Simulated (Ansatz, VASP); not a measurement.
## One calculation of SnO2, two programs

INCAR

```
ALGO = Normal
EDIFF = 1E-8
ENCUT = 520
GGA = PE
ISIF = 2
ISMEAR = -1
LASPH = T
LCHARG = F
LEFG = T
LREAL = F
LWAVE = F
NBANDS = 35
NELM = 80
PREC = Accurate
SIGMA = 0.03
```

The input KPOINTS:

```
k-points
0
Gamma
  4 4 6
```

POSCAR

```
SnO2
1.0
    4.8320970000      0.0000000000      0.0000000000
    0.0000000000      4.8320970000      0.0000000000
    0.0000000000      0.0000000000      3.1864000000
Sn O
2 4
Direct
    0.0000000000      0.0000000000      0.0000000000
    0.5000000000      0.5000000000      0.5000000000
    0.3056200000      0.3056200000      0.0000000000
    0.1943800000      0.8056200000      0.5000000000
    0.6943800000      0.6943800000      0.0000000000
    0.8056200000      0.1943800000      0.5000000000
```

Input for Ansatz:

```yaml
crystal:
  lattice:
    - [4.832097, 0.0, 0.0]
    - [0.0, 4.832097, 0.0]
    - [0.0, 0.0, 3.1864]
  atoms:
    - { symbol: Sn, position: [0.0, 0.0, 0.0] }
    - { symbol: Sn, position: [0.5, 0.5, 0.5] }
    - { symbol: O, position: [0.30562, 0.30562, 0.0] }
    - { symbol: O, position: [0.19438, 0.80562, 0.5] }
    - { symbol: O, position: [0.69438, 0.69438, 0.0] }
    - { symbol: O, position: [0.80562, 0.19438, 0.5] }
kpoints:
  mp_grid: { grid: [4, 4, 6] }
scf:
  occupations: { method: fermi_dirac, width: 0.03 }
hamiltonian:
  xc: pbe
  pseudopotentials: { kind: paw }
output:
  forces: true
  stress: true
  eigenvalues: true
  efg: { contact_densities: true }
```

Change from the starting cell: equal xx and yy strain of +2 %, PAW files.

Alike in both runs: task electric field gradients; functional PBE; k mesh 4 × 4 × 6; occupations fermi-dirac, width 0.03 eV; no spin polarisation.

|  | VASP | Ansatz |
| --- | --- | --- |
| version | VASP 6.6.1 | Ansatz 0.2.0 |
| potentials or method | VASP PAW PBE potentials, release 64 (Sn_d, O) | PAW with Ansatz's default frozen-core files, scalar-relativistic |
| plane-wave cutoff (eV) | 520 | 420 |
| valence electrons in the cell | 52 | 52 |

|  | VASP | Ansatz | Ansatz less VASP |
| --- | --- | --- | --- |
| pressure (GPa) | 3.8 | 3.1 | -0.63 |
| largest component of the traceless stress (GPa) | 3.03 | 2.82 | -0.210 |
| rms of the force components (eV/Å) | 0.011 | 0.020 | +0.0096 |
| Vzz of the field gradient on the site that differs most (V/Å²) | -57.8 | -52.9 | +4.85 |

Atom by atom the forces differ by 0.010 eV/Å (rms over components). With one functional, cell and mesh, what is left measures potentials, basis and numerics. Ansatz warned: «gradients_without_spin_orbit».

Caveats: spin-orbit coupling is left out, which moves the levels of the heavy elements.
